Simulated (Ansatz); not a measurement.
AlNi, 2 atoms in the cell. It takes space group C2/m (No. 12, monoclinic). The conventional cell has a = 4.601 Å, b = 2.789 Å, c = 4.111 Å, α = 90.00°, β = 109.27°, γ = 90.00°. Ni (site symmetry 2/m) is surrounded by 6 Al at 2.48 to 2.53 Å and 6 Ni at 2.69 to 2.79 Å. Al (site symmetry 2/m) has 6 Ni at 2.48 to 2.53 Å and 6 Al at 2.69 to 2.79 Å as nearest neighbours. The cell comes from a database or a generator and needn't be the stable form of this composition.

| Item | Value |
| --- | --- |
| Program | Ansatz 0.2.0 |
| Task | single point |
| Functional | PBE |
| Potentials or basis | all-electron LAPW, scalar-relativistic |
| Cutoff | 258 eV (chosen from the basis error) |
| Basis error allowed | 0.001 eV/atom |
| k mesh | 11 × 11 × 7 |
| Occupations | fermi-dirac, width 0.05 eV |
| Spin | collinear spin, ferromagnetic start |
| Starting moments | [1.0, 0.0] μB |

Potentials or basis: all-electron LAPW, scalar-relativistic.

Command:

```bash
$ ansatz run input.yaml --threads 2 --pin off --max-ram 6144MiB --backend cpu --events-out ev --progress --plain --runs-dir out
```

Hardware: 2 threads of Arm Neoverse V1, with other jobs on the host.

Task: How long does it take, and how much memory?

Result: Wall time 71 s on 2 threads of Arm Neoverse V1, with other jobs on the host, peak memory 0.85 GiB. Counts: scf iterations 12, plane waves 249, k points 234, bands 19.
